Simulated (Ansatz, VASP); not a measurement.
## AlN: VASP beside Ansatz

Contents of INCAR:

```
ALGO = Normal
EDIFF = 1E-6
ENCUT = 520
GGA = PE
ISIF = 2
ISMEAR = 0
LASPH = T
LCHARG = T
LELF = T
LREAL = F
LVHAR = T
LWAVE = F
NBANDS = 11
NELM = 100
PREC = Accurate
SIGMA = 0.05
```

Contents of KPOINTS:

```
k-points
0
Gamma
  10 10 10
```

Contents of POSCAR:

```
AlN
1.0
    0.1648034679      2.0930811733      2.0930811733
    2.0930811733      0.1648034679      2.0930811733
    2.0930811733      2.0930811733      0.1648034679
Al N
1 1
Direct
    0.5000000000      0.5000000000      0.5000000000
    0.0000000000      0.0000000000      0.0000000000
```

Input for Ansatz:

```yaml
crystal:
  lattice:
    - [0.1648034679, 2.0930811733, 2.0930811733]
    - [2.0930811733, 0.1648034679, 2.0930811733]
    - [2.0930811733, 2.0930811733, 0.1648034679]
  atoms:
    - { symbol: Al, position: [0.5, 0.5, 0.5] }
    - { symbol: "N", position: [0.0, 0.0, 0.0] }
basis:
  ecutwfc: 520.0
kpoints:
  mp_grid: { grid: [10, 10, 10] }
hamiltonian:
  xc: pbe
  pseudopotentials: { kind: paw, azcp: { folder: soft_1 } }
scf:
  occupations: { method: gaussian, width: 0.05 }
output:
  forces: true
  stress: true
  eigenvalues: true
```

Alike in both runs: task single point; functional PBE; k mesh 10 × 10 × 10; occupations gaussian, width 0.05 eV; no spin polarisation.

```csv
,VASP,Ansatz
version,VASP 6.6.1,Ansatz 0.2.0
potentials or method,"VASP PAW PBE potentials, release 64 (Al, N)","scalar-relativistic, plane waves, PAW"
plane-wave cutoff (eV),520,520
valence electrons in the cell,8,8
```

|  | VASP | Ansatz | Ansatz less VASP |
| --- | --- | --- | --- |
| gap on the k mesh at the Fermi level (eV) | 3.02 | 3.03 | +0.007 |
| least direct gap on the mesh (eV) | 4.26 | 4.25 | -0.011 |
| pressure (GPa) | 12.4 | 12.5 | +0.13 |
| largest component of the traceless stress (GPa) | 29.17 | 29.16 | -0.012 |

The functional is the same, so the differences come from potentials, cutoffs and numerics.

A k mesh can miss the band edges.
